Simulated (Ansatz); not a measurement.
Write the native input for Ansatz 0.2.0 that does the following.

```
Task                : single point
Functional          : HSE06
Potentials or basis : all-electron PAW datasets made for the crystal
Cutoff              : 270 eV (chosen from the basis error)
k mesh              : 8 × 8 × 8
Occupations         : fermi-dirac, width 0.05 eV
Spin                : no spin polarisation
```

The system is Sb.

```xyz
1
Lattice="0.0000 2.3712 2.3712 2.3712 0.0000 2.3712 2.3712 2.3712 0.0000" Properties=species:S:1:pos:R:3 pbc="T T T"
Sb    0.0000    0.0000    0.0000
```

This isn't the form of Sb at room conditions, which is rhombohedral.

The input as run:

input.yaml

```yaml
crystal:
  lattice:
    - [0.0, 2.3712425216, 2.3712425216]
    - [2.3712425216, 0.0, 2.3712425216]
    - [2.3712425216, 2.3712425216, 0.0]
  atoms:
    - { symbol: Sb, position: [0.0, 0.0, 0.0] }
kpoints:
  mp_grid: { grid: [8, 8, 8] }
scf:
  occupations: { method: fermi_dirac, width: 0.05 }
hamiltonian:
  xc: hse06
  pseudopotentials: { kind: all_electron, datasets: crystal }
output:
  forces: true
  stress: true
```

Potentials or basis: all-electron PAW datasets made for the crystal.

Command:

```sh
$ ansatz run input.yaml --threads 2 --pin off --max-ram 8192MiB --backend cpu --events-out ev --progress --plain --runs-dir out
```

It gave:

The pressure is 0.6 GPa and the band gap on the k mesh is none (metal or under the smearing width).

Caveat: the k mesh is thin for a metal, which can move the energy by tens of meV per atom.

Wall time 25 s on 2 threads of AMD EPYC 9R45 96-Core Processor (Zen 5), on a shared host, peak memory 0.67 GiB.
